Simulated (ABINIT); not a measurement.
MgSi:

```
Si Mg
1.0
     2.90839    0.00000    0.00000
     0.00000    2.90839    0.00000
     0.00000    0.00000    4.10343
Si Mg
1 1
Direct
  0.50000 0.50000 0.50000
  0.00000 0.00000 0.00000
```

The cell comes from a database or a generator and needn't be the stable form of this composition.

Base run:

| Item | Value |
| --- | --- |
| Program | ABINIT 10.8.3 (patched build) |
| Functional | LDA |
| Potentials or basis | PseudoDojo NC SR LDA v0.4.1 standard |
| Cutoff | 1088 eV |
| k mesh | 7 × 7 × 5 |
| Occupations | fermi-dirac, width 0.05 eV |
| Spin | no spin polarisation |

Its results: band gap on the k mesh none (metal or under the smearing width); pressure -3.9 GPa.

Problem. The run is repeated on the same cell with these changes: functional from LDA to PBEsol; potentials or basis from PseudoDojo NC SR LDA v0.4.1 standard to PseudoDojo NC SR PBEsol v0.4.1 standard; cutoff from 1088 eV to 1034 eV. What comes out?

Solution. Band gap on the k mesh none (metal or under the smearing width); pressure -2.7 GPa.

Not every run made on this cell is shown here.
